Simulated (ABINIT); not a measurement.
## Quasiparticle gap of CdS (Hawleyite) in ABINIT

Wanted: ground state, empty states, screening and self-energy for CdS (Hawleyite).

Program: ABINIT 10.8.3. Level of theory: PBE and many-body steps on it, plane waves. Results are calculated unless marked as measured.

**Experimental background.**

- Gap 2.42 eV: optical gap from inflexion point of photoacoustic spectrum, as-grown film; photoacoustic spectroscopy; film (as-grown chemical bath deposited film, about 0.25 um thick, deposited at 80 C) (“Study of the band--gap shift in CdS films: Influence of thermal annealing in different atmospheres”, 1995, arxiv:cond-mat/9501125).

Report form: the programs' logs are mostly left out.

### 1. The starting structure

Symmetry: F-43m, No. 216, cubic system. The conventional cell has a = 5.833 Å, b = 5.833 Å, c = 5.833 Å, α = 90.00°, β = 90.00°, γ = 90.00°. Cd has 4 S at 2.53 Å nearest. S has 4 Cd at 2.53 Å nearest. Farther neighbours and most contacts between anions are not listed.

The cell and positions come from the Crystallography Open Database and are kept as given unless a step says otherwise.

### 2. Ground state

This step: ABINIT 10.8.3; DFT, PBE, plane waves, norm-conserving pseudopotentials.

The ground-state density comes first.

Input file run.abi:

```
acell 3*1.0 Angstrom
rprim 
  -0.000000000000 2.916500000000 2.916500000000
  2.916500000000 -0.000000000000 2.916500000000
  2.916500000000 2.916500000000 -0.000000000000
ntypat 2
znucl 48 16
natom 2
typat 1 2
xred 
  0.000000000000 0.000000000000 0.000000000000
  0.250000000000 0.250000000000 0.250000000000
pp_dirpath "pseudos"
pseudos "Cd.upf, S.upf"
ecut 47
ngkpt 6 6 6
nshiftk 1
shiftk 0 0 0
kptopt 1
chksymbreak 0
nband 18
occopt 1
tolvrs 1e-10
nstep 60
prtwf 0
indata_prefix "in"
outdata_prefix "out"
tmpdata_prefix "tmp"
```

Launch:

```
OMP_NUM_THREADS=1 mpirun -n 8 abinit run.abi > log
```

Run time: 11 s. Hardware: 8 MPI ranks of Arm Neoverse V2, shared host; peak memory 0.69 GiB; 87 s of CPU time.

Numbers from this step:

* total energy: -5072.6803 eV
* gap: 1.145 eV
* k of the valence top: 0, 0, 0
* k of the conduction bottom: 0, 0, 0
* least direct gap: 1.145 eV
* pressure: 2.550 GPa

The gap is direct, at Γ.

The cutoff was set for levels, not for stress, so the pressure can be off by some GPa.

### 3. Bands along the symmetry lines

Levels along a band path, at the cheap level, show where the edges lie and whether the meshes to come will hold them.

Input file run.abi:

```
acell 3*1.0 Angstrom
rprim 
  -0.000000000000 2.916500000000 2.916500000000
  2.916500000000 -0.000000000000 2.916500000000
  2.916500000000 2.916500000000 -0.000000000000
ntypat 2
znucl 48 16
natom 2
typat 1 2
xred 
  0.000000000000 0.000000000000 0.000000000000
  0.250000000000 0.250000000000 0.250000000000
pp_dirpath "pseudos"
pseudos "Cd.upf, S.upf"
ecut 47
iscf -2
irdden 1
kptopt 0
nkpt 50
kpt 
  0.00000000 0.00000000 0.00000000
  -0.06250000 -0.06250000 0.00000000
  -0.12500000 -0.12500000 0.00000000
  -0.18750000 -0.18750000 0.00000000
  -0.25000000 -0.25000000 0.00000000
  -0.31250000 -0.31250000 0.00000000
  -0.37500000 -0.37500000 0.00000000
  -0.43750000 -0.43750000 0.00000000
  -0.50000000 -0.50000000 0.00000000
  -0.48437500 -0.48437500 0.03125000
  -0.46875000 -0.46875000 0.06250000
  -0.45312500 -0.45312500 0.09375000
  -0.43750000 -0.43750000 0.12500000
  -0.42187500 -0.42187500 0.15625000
  -0.40625000 -0.40625000 0.18750000
  -0.39062500 -0.39062500 0.21875000
  -0.37500000 -0.37500000 0.25000000
  -0.37500000 0.00000000 0.37500000
  -0.32812500 0.00000000 0.32812500
  -0.28125000 0.00000000 0.28125000
  -0.23437500 0.00000000 0.23437500
  -0.18750000 0.00000000 0.18750000
  -0.14062500 0.00000000 0.14062500
  -0.09375000 0.00000000 0.09375000
  -0.04687500 0.00000000 0.04687500
  0.00000000 0.00000000 0.00000000
  0.00000000 0.00000000 0.06250000
  0.00000000 0.00000000 0.12500000
  0.00000000 0.00000000 0.18750000
  0.00000000 0.00000000 0.25000000
  0.00000000 0.00000000 0.31250000
  0.00000000 0.00000000 0.37500000
  0.00000000 0.00000000 0.43750000
  0.00000000 0.00000000 0.50000000
  -0.06250000 -0.03125000 0.46875000
  -0.12500000 -0.06250000 0.43750000
  -0.18750000 -0.09375000 0.40625000
  -0.25000000 -0.12500000 0.37500000
  -0.31250000 -0.15625000 0.34375000
  -0.37500000 -0.18750000 0.31250000
  -0.43750000 -0.21875000 0.28125000
  -0.50000000 -0.25000000 0.25000000
  -0.50000000 -0.28125000 0.21875000
  -0.50000000 -0.31250000 0.18750000
  -0.50000000 -0.34375000 0.15625000
  -0.50000000 -0.37500000 0.12500000
  -0.50000000 -0.40625000 0.09375000
  -0.50000000 -0.43750000 0.06250000
  -0.50000000 -0.46875000 0.03125000
  -0.50000000 -0.50000000 0.00000000
istwfk *1
nband 23
nbdbuf 5
tolwfr 1e-07
nstep 50
prtwf 0
prtvol 0
indata_prefix "in"
outdata_prefix "out"
tmpdata_prefix "tmp"
```

It took 15 s on 8 MPI ranks; peak memory 0.62 GiB.

This step gave:

| Quantity | Value |
| --- | --- |
| gap | 1.145 eV |
| k of the valence top | 0, 0, 0 |
| k of the conduction bottom | 0, 0, 0 |
| least direct gap | 1.145 eV |

The gap is 1.145 eV, as in the run before at this level.

The electronic bands at the labelled points (eV, zero at the top of the highest filled band):

| point | band 10 | band 11 | band 12 | band 13 | band 14 | band 15 | band 16 | band 17 |
| --- | --- | --- | --- | --- | --- | --- | --- | --- |
| Γ | -7.24 | 0.00 | 0.00 | 0.00 | 1.14 | 6.53 | 6.53 | 6.53 |
| halfway | -7.20 | -2.31 | -1.02 | -1.02 | 3.59 | 4.82 | 8.12 | 8.12 |
| X | -6.80 | -3.95 | -1.88 | -1.88 | 3.56 | 4.35 | 9.20 | 10.77 |
| halfway | -6.74 | -3.94 | -2.15 | -1.78 | 3.85 | 4.66 | 8.94 | 10.01 |
| U | -6.67 | -3.93 | -2.53 | -1.52 | 4.24 | 5.45 | 8.48 | 9.01 |
| jump to K | -6.67 | -3.93 | -2.53 | -1.52 | 4.24 | 5.45 | 8.48 | 9.01 |
| halfway | -7.19 | -2.75 | -1.36 | -0.42 | 3.61 | 6.10 | 6.75 | 7.27 |
| Γ | -7.24 | 0.00 | 0.00 | 0.00 | 1.14 | 6.53 | 6.53 | 6.53 |
| halfway | -7.24 | -2.49 | -0.40 | -0.40 | 2.78 | 6.28 | 7.03 | 7.03 |
| L | -6.86 | -4.39 | -0.75 | -0.75 | 3.01 | 7.00 | 7.00 | 7.46 |
| halfway | -6.75 | -4.11 | -1.93 | -1.22 | 4.38 | 5.81 | 7.21 | 8.35 |
| W | -6.61 | -3.89 | -2.26 | -2.18 | 5.42 | 5.43 | 7.23 | 8.04 |
| halfway | -6.70 | -3.92 | -2.08 | -2.03 | 4.26 | 4.83 | 8.67 | 8.94 |
| X | -6.80 | -3.95 | -1.88 | -1.88 | 3.56 | 4.35 | 9.20 | 10.77 |

### 4. Empty states on the mesh, 4×4×4 mesh, 293 bands

The sums over transitions need many empty states on a uniform mesh; this step solves for them.

Input file run.abi:

```
acell 3*1.0 Angstrom
rprim 
  -0.000000000000 2.916500000000 2.916500000000
  2.916500000000 -0.000000000000 2.916500000000
  2.916500000000 2.916500000000 -0.000000000000
ntypat 2
znucl 48 16
natom 2
typat 1 2
xred 
  0.000000000000 0.000000000000 0.000000000000
  0.250000000000 0.250000000000 0.250000000000
pp_dirpath "pseudos"
pseudos "Cd.upf, S.upf"
ecut 47
ngkpt 4 4 4
nshiftk 1
shiftk 0 0 0
kptopt 1
chksymbreak 0
irdden 1
istwfk *1
nband 293
prtvol 0
optdriver 6
gwr_task "HDIAGO"
paral_kgb 0
occopt 1
indata_prefix "in"
outdata_prefix "out"
tmpdata_prefix "tmp"
```

Wall time 1.9 min (8 MPI ranks); peak memory 12 GiB.

This step gave:

| Property | Result |
| --- | --- |
| gap | 1.145 eV |
| k of the valence top | 0, 0, 0 |
| k of the conduction bottom | 0, 0, 0 |
| least direct gap | 1.145 eV |
| k points computed | 8 |
| lowest point of the top converged band, above the valence top | 168.4111 eV |

On this mesh the gap is 1.145 eV.

### 5. Screening, 4×4×4 mesh, 285 bands, screening to 244.9 eV

The RPA dielectric matrix is built and inverted for each q.

This step: RPA screening on PBE, plane waves, norm-conserving pseudopotentials.

Changes to run.abi since step 4:

```diff
@@ -20,10 +20,11 @@
 chksymbreak 0
-irdden 1
 istwfk *1
-nband 293
-prtvol 0
-optdriver 6
-gwr_task "HDIAGO"
-paral_kgb 0
 occopt 1
+irdwfk 1
+optdriver 3
+nband 285
+ecuteps 9
+inclvkb 2
+awtr 1
+symchi 1
 indata_prefix "in"
```

Elapsed: 1.8 min, on 8 MPI ranks; peak memory 3.3 GiB.

This step gave:

```
ε∞ with local fields, on this mesh, along the program's q direction : 11.07
the same without local fields                                       : 11.78
plasma frequency                                                    : 26.88 eV
plane waves in the screening matrix                                 : 411
```

Local fields lower ε∞ by 6 %. On a Γ-centred mesh this coarse the value itself is usually too large, while a short band sum pulls it down.

### 6. Self-energy, 4×4×4 mesh, 285 bands, screening to 244.9 eV

The self-energy is evaluated for the states that the input lists, and the levels follow from it, in one-shot runs by the linearised quasiparticle equation.

This step: G0W0 on PBE, plane waves, norm-conserving pseudopotentials.

Changes to run.abi since step 5:

```diff
@@ -23,8 +23,29 @@
 irdwfk 1
-optdriver 3
+optdriver 4
 nband 285
+gwcalctyp 0
+ecutsigx 47
+symsigma 1
+nkptgw 8
+kptgw 
+  0.0000000000 0.0000000000 0.0000000000
+  0.2500000000 0.0000000000 0.0000000000
+  0.5000000000 0.0000000000 0.0000000000
+  0.2500000000 0.2500000000 0.0000000000
+  0.5000000000 0.2500000000 0.0000000000
+  -0.2500000000 0.2500000000 0.0000000000
+  0.5000000000 0.5000000000 0.0000000000
+  -0.2500000000 0.5000000000 0.2500000000
+bdgw 
+  6 23
+  6 23
+  6 23
+  6 23
+  6 23
+  6 23
+  6 23
+  6 23
 ecuteps 9
-inclvkb 2
-awtr 1
-symchi 1
+irdscr 1
+ppmodel 1
 indata_prefix "in"
```

It took 12 min on 8 MPI ranks; peak memory 4.2 GiB; 1.6 h of CPU time.

Numbers from this step:

| Quantity | Value |
| --- | --- |
| G0W0 gap on the mesh | 2.151 eV |
| starting gap on the mesh | 1.145 eV |
| k of the valence top | 0, 0, 0 |
| k of the conduction bottom | 0, 0, 0 |
| Z at the valence top | 0.78 |
| Z at the conduction bottom | 0.812 |
| least direct G0W0 gap on the computed points | 2.151 eV |

The gap on the mesh goes from 1.14 eV to 2.15 eV, a correction of +1.01 eV.

Limits: finite bands, cutoff and mesh; no spin-orbit coupling; coarse k mesh. v1 is the top filled band, c1 the lowest empty one. The levels before and after the correction (eV, zero at the valence-band top of each column):

|  | conduction bottom | valence top |
| --- | --- | --- |
| Kohn-Sham | 1.14 | 0.00 |
| G0W0 | 2.15 | 0.00 |

|  | level | energy (eV) |
| --- | --- | --- |
| Kohn-Sham | Γ v4 | -7.244 |
| Kohn-Sham | Γ v3-v1 | 0.000 |
| Kohn-Sham | Γ c1 | 1.145 |
| Kohn-Sham | Γ c2-c4 | 6.531 |
| G0W0 | Γ v4 | -7.654 |
| G0W0 | Γ v3-v1 | 0.000 |
| G0W0 | Γ c1 | 2.151 |
| G0W0 | Γ c2-c4 | 7.792 |

### 7. Where the time went

Times are wall times on 8 MPI ranks of Arm Neoverse V2, shared host, good to a factor of about two.

| step | time | share | memory (GiB) |
| --- | --- | --- | --- |
| ground state | 11 s | 1 % | 0.69 |
| bands along the symmetry lines | 15 s | 2 % | 0.62 |
| empty states on the mesh | 1.9 min | 12 % | 12 |
| screening | 1.8 min | 11 % | 3.3 |
| self-energy | 12 min | 74 % | 4.2 |

### 8. Results

```
PBE gap              : 1.14 eV, direct
G0W0 gap on the mesh : 2.15 eV
GW settings          : 4×4×4 mesh, 285 bands, screening to 244.9 eV, Godby-Needs plasmon pole
known limits         : not at the basis limit; no spin-orbit coupling; coarse k mesh
```

What this shows: G0W0 moves the gap on the mesh from 1.14 eV to 2.15 eV (+1.01 eV), with Z of 0.78 and 0.81 at the edges. Local fields lower the RPA ε∞ on this mesh from 11.78 to 11.07; a Γ-centred mesh this coarse tends to raise both, most where the direct gap is narrow, while a short band sum lowers them. The dearest step here is «self-energy». Against experiment, by G0W0@PBE: the gap of 2.15 eV lies −0.27 eV from the measured 2.42 eV (optical, 1995). An exciton line or allowed optical edge lies below the quasiparticle gap by the binding energy; a forbidden edge can push the onset above it. The calculation has static nuclei and no excitons; a measured gap holds zero-point and thermal motion, which mostly lowers it. Bands and cutoff are finite, so the gap is not at the basis limit. The miss can reach some tenths of an eV and take either sign; the mesh is an error of its own. The 4×4×4 mesh is coarse for this cell, which bears on the long-range parts of exchange and screening. The many-body steps are scalar-relativistic: spin-orbit coupling is not in them.

[Paths, hosts, dates, memory and timing lines, banners, echoed tables and standing remarks are left out of the program output.]

[Logs are printed without paths, hosts, clocks, repeated set-up lines and the standing remarks that a program may print on its own settings, such as how far it seeks lower states.]

[Runs of the session that timed out or met a known fault of the program may be left out.]

[Hosts, paths, dates, database ids (printed as entryN), source tags and the programs' standing remarks are cut or masked in the printed files.]

[G0W0 gaps are taken among the corrected bands and points alone; a level outside them can change the order at an edge.]

[Where Ansatz stands beside ABINIT at settings called matched, ABINIT's density can come from a denser mesh and the files from another edition; pairs whose starting gaps differed by over 0.03 eV were left out, so agreement reads better than it is.]
